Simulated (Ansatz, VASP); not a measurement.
Two plane-wave programs on KI

```
K I
1.0
     0.00000    3.54428    3.54428
     3.54428    0.00000    3.54428
     3.54428    3.54428    0.00000
K I
1 1
Direct
  0.00000 0.00000 0.00000
  0.50000 0.50000 0.50000
```

The cell was built by a generator and needn't be a form met in nature.

Alike in both runs: task single point; functional r2SCAN; k mesh 6 × 6 × 6; no spin polarisation.

```csv
,VASP,Ansatz
version,VASP 6.6.1,Ansatz 0.2.0
potentials or method,"VASP PAW PBE potentials, release 64 (K_sv, I)","plane waves, PAW"
plane-wave cutoff (eV),520,500
occupations,"gaussian, width 0.01 eV",fixed
valence electrons in the cell,16,26
```

```tsv
	VASP	Ansatz	Ansatz less VASP
gap on the k mesh at the Fermi level (eV)	4.58	4.59	+0.003
pressure (GPa)	0.0	0.0	0.00
```

The two sets of potentials don't hold the same shells in valence.

Caveats: the PAW data sets were made with another functional, which shifts forces and pressure a little (VASP); spin-orbit coupling is left out, which moves the levels of the heavy elements. r2SCAN opens gaps a little over a GGA but as a rule still falls short of measured ones.
